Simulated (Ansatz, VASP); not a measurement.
# MgS in VASP and in Ansatz

File INCAR:

```
ALGO = Normal ; EDIFF = 1E-6
ENCUT = 520 ; GGA = PE
ISIF = 2 ; ISMEAR = -1
LASPH = T ; LCHARG = F
LREAL = F ; LWAVE = F
NBANDS = 16 ; NELM = 60
PREC = Accurate ; SIGMA = 0.02
```

File KPOINTS:

```
k-points
0
Gamma
  12 12 4
```

Contents of POSCAR:

```
MgS
1.0
    3.6454348062      0.0000000000      0.0000000000
   -1.8227174031      3.1570391500      0.0000000000
    0.0000000000      0.0000000000      6.1473560910
Mg S
2 2
Direct
    0.0000000000      0.0000000000      0.0000000000
    0.0000000000      0.0000000000      0.5000000000
    0.3333333333      0.6666666667      0.2500000000
    0.6666666667      0.3333333333      0.7500000000
```

Input for Ansatz:

```yaml
crystal:
  lattice:
    - [3.6454348062, 0.0, 0.0]
    - [-1.8227174031, 3.15703915, 0.0]
    - [0.0, 0.0, 6.147356091]
  atoms:
    - { symbol: Mg, position: [0.0, 0.0, 0.0] }
    - { symbol: Mg, position: [0.0, 0.0, 0.5] }
    - { symbol: S, position: [0.3333333333, 0.6666666667, 0.25] }
    - { symbol: S, position: [0.6666666667, 0.3333333333, 0.75] }
kpoints:
  mp_grid: { grid: [12, 12, 4] }
  band_path:
    path:
      - [[0.0, 0.0, 0.0], [0.5, 2.035683728963e-17, -3.306594069325e-19], [0.3333333333333, 0.3333333333333, -2.204396046197e-19], [0.0, 0.0, 0.0], [3.442755654693e-36, 1.910207862851e-36, 0.5], [0.5, 2.038591428395e-17, 0.5], [0.3333333333333, 0.3333333333333, 0.5], [3.442755654693e-36, 1.910207862851e-36, 0.5]]
      - [[0.5, 2.038591428395e-17, 0.5], [0.5, 2.035683728963e-17, -3.306594069325e-19]]
      - [[0.3333333333333, 0.3333333333333, 0.5], [0.3333333333333, 0.3333333333333, -2.204396046197e-19]]
    npoints: 10
hamiltonian:
  xc: pbe
scf:
  occupations: { method: fermi_dirac, width: 0.02 }
  n_extra_bands: 5
output:
  forces: true
  stress: true
  eigenvalues: true
```

The cell was built by a generator and needn't be a form met in nature.

Alike in both runs: task single point; functional PBE; k mesh 12 × 12 × 4; occupations fermi-dirac, width 0.02 eV; no spin polarisation.

```csv
,VASP,Ansatz
version,VASP 6.6.1,Ansatz 0.2.0
potentials or method,"VASP PAW PBE potentials, release 64 (Mg, S)","plane waves, PAW"
plane-wave cutoff (eV),520,420
valence electrons in the cell,16,32
```

Ansatz gave:

| Quantity | Value |
| --- | --- |
| gap on the k mesh at the Fermi level (eV) | 3.42 |
| pressure (GPa) | 1.2 |

Task: Estimate VASP's values.

Result: gap on the k mesh at the Fermi level (eV): 3.41; pressure (GPa): 0.9.

The two sets of potentials don't hold the same shells in valence.

A k mesh can miss the band edges.
